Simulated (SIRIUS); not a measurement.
## ZnS (Wurtzite-2H) under changes of volume

One of the cells (19.995 Å³/atom); the others are scaled copies at fixed shape and fractional positions:

```xyz
4
Lattice="3.8362 0.0000 0.0000 -1.9181 3.3223 0.0000 0.0000 0.0000 6.2753" Properties=species:S:1:pos:R:3 pbc="T T T"
Zn    1.9181    1.1074    3.1376
Zn    0.0000    2.2149    0.0000
S     1.9181    1.1074    5.5536
S     0.0000    2.2149    2.4160
```

- Program: SIRIUS 7.12.0
- Functional: PBEsol
- Potentials or basis: all-electron FP-LAPW
- Cutoff: 208 eV
- Basis: apw+lo standard
- k mesh: 8 × 8 × 5
- Occupations: fermi-dirac, width 0.05 eV
- Spin: no spin polarisation

| volume (Å³/atom) | energy over the lowest point (meV/atom) | gap on the mesh (eV) |
| --- | --- | --- |
| 18.427 | 9.47 | 2.40 |
| 18.819 | ? | ? |
| 19.211 | 0.00 | 2.20 |
| 19.995 | 6.43 | 2.02 |
| 20.387 | 14.78 | 1.93 |
| 20.779 | 25.73 | 1.84 |

Question: What does the run at 18.819 Å³/atom give?

Answer: Energy over the lowest point 2.42 meV/atom; gap on the mesh 2.30 eV.

Worked out: A Birch-Murnaghan fit of order 3 (a polynomial in V^(-2/3)) to the other rows has its minimum at 19.25 Å³/atom with B0 = V·E''(V) = 79 GPa and B' = 4.6 at fixed shape and positions, which overstates the stiffness. It gives 2.49 meV/atom at 18.819 Å³/atom, against the run's 2.42. A straight line through the other rows of the gap, of slope -4.64 eV per unit of ln V (its deformation potential), gives 2.30 eV, against the run's 2.30.

Energies are extrapolated to zero smearing.
